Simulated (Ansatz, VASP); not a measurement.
RbBr in VASP and in Ansatz

```
Rb Br
1.0
     4.03749    0.00000    0.00000
     0.00000    4.03749    0.00000
     0.00000    0.00000    4.03749
Rb Br
1 1
Direct
  0.00000 0.00000 0.00000
  0.50000 0.50000 0.50000
```

Alike in both runs: task single point; functional LDA; k mesh 6 × 6 × 6; occupations gaussian, width 0.02 eV; no spin polarisation.

```csv
,VASP,Ansatz
version,VASP 6.6.1,Ansatz 0.2.0
potentials or method,"VASP PAW LDA potentials, release 64 (Rb_sv, Br)","scalar-relativistic, plane waves, PAW"
plane-wave cutoff (eV),520,420
valence electrons in the cell,16,16
```

```tsv
	VASP	Ansatz	Ansatz less VASP
gap on the k mesh at the Fermi level (eV)	3.92	3.90	-0.015
least direct gap on the mesh (eV)	4.08	4.06	-0.016
pressure (GPa)	-1.0	-1.0	-0.06
```

A k mesh can miss the band edges.
